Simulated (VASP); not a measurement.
Input of a VASP 6.6.1 run:

File INCAR:

```
SYSTEM = MoSe2
  PREC = Accurate
  ENCUT = 300
  EDIFF = 1E-6
  ISMEAR = 0
  SIGMA = 0.03
  LREAL = .FALSE.
  LASPH = .TRUE.
  NELM = 80
  ALGO = Normal
  ISIF = 3
  LWAVE = .FALSE.
  LCHARG = .FALSE.
  GGA = PE
  IBRION = 2
  NSW = 90
  EDIFFG = -0.01
  KPAR = 2
```

Contents of KPOINTS:

```
Automatic mesh
0
G
  5 5 1
  0 0 0
```

File POSCAR:

```
MoSe2
1.0
    3.2880000000      0.0000000000      0.0000000000
   -1.6440000000      2.8474915276      0.0000000000
    0.0000000000      0.0000000000     12.9000000000
Mo Se
2 4
Direct
    0.3333333333      0.6666666667      0.2500000000
    0.6666666667      0.3333333333      0.7500000000
    0.3333333333      0.6666666667      0.6250000000
    0.6666666667      0.3333333333      0.1250000000
    0.3333333333      0.6666666667      0.8750000000
    0.6666666667      0.3333333333      0.3750000000
```

Potentials or basis: VASP PAW PBE potentials, release 64 (Mo, Se).

Command:

```sh
$ cat potpaw_PBE.64/Mo/POTCAR potpaw_PBE.64/Se/POTCAR > POTCAR
$ mpirun -np 2 vasp_std > vasp.out
```

Task: Predict the space group after relaxing (to 0.05 Å).

Result: P6_3/mmc (No. 194).

Task: Predict the relaxed cell.

Result: a = 3.318 Å, b = 3.318 Å, c = 14.493 Å, α = 90.00°, β = 90.00°, γ = 120.00°.

Step by step:
```csv
step,energy change (eV),largest force (eV/Å),pressure (GPa),volume (Å³)
1,0.0000,1.0923,8.03,120.78
2,0.5062,1.9680,-11.32,139.24
3,-0.1878,0.1779,-0.33,126.65
4,-0.1883,0.1314,-0.03,126.40
5,-0.1883,0.1103,0.11,126.29
6,-0.1950,0.1295,0.23,126.43
7,-0.2028,0.1794,0.59,126.79
8,-0.2072,0.1785,0.47,127.32
9,-0.2184,0.1747,0.11,128.91
10,-0.2329,0.1626,-0.49,132.12
11,-0.2369,0.1183,-1.34,138.65
12,-0.2391,0.1287,-0.99,136.00
13,-0.2438,0.0060,-0.29,136.20
14,-0.2444,0.0546,0.05,136.30
15,-0.2456,0.0367,0.08,136.40
16,-0.2465,0.0117,0.12,136.54
17,-0.2460,0.0373,0.21,136.82
18,-0.2467,0.0053,0.15,136.64
19,-0.2468,0.0306,0.00,136.90
20,-0.2468,0.0365,-0.06,136.96
21,-0.2468,0.0336,-0.05,136.93
22,-0.2468,0.0318,-0.03,136.92
23,-0.2469,0.0246,-0.03,137.05
24,-0.2470,0.0065,-0.07,137.37
25,-0.2470,0.0106,-0.07,137.29
26,-0.2471,0.0081,0.06,137.26
27,-0.2471,0.0109,0.07,137.25
28,-0.2472,0.0066,0.08,137.30
29,-0.2473,0.0053,0.07,137.42
30,-0.2473,0.0093,0.08,137.46
31,-0.2474,0.0183,0.01,137.62
32,-0.2474,0.0319,-0.09,137.84
33,-0.2474,0.0310,-0.11,137.89
34,-0.2475,0.0280,-0.12,138.02
35,-0.2475,0.0218,-0.14,138.28
36,-0.2476,0.0084,-0.07,138.23
37,-0.2476,0.0012,-0.03,138.21
```

Caveat: the k mesh is coarse (spacing up to 0.49 Å⁻¹), so the values aren't converged; this functional lacks dispersion, which binds the layers, so the pressure and a relaxed spacing across them are unreliable; the volume moved by +14 % from the deposited cell, more than functionals usually miss. Zero-point motion and thermal expansion aren't in these numbers.
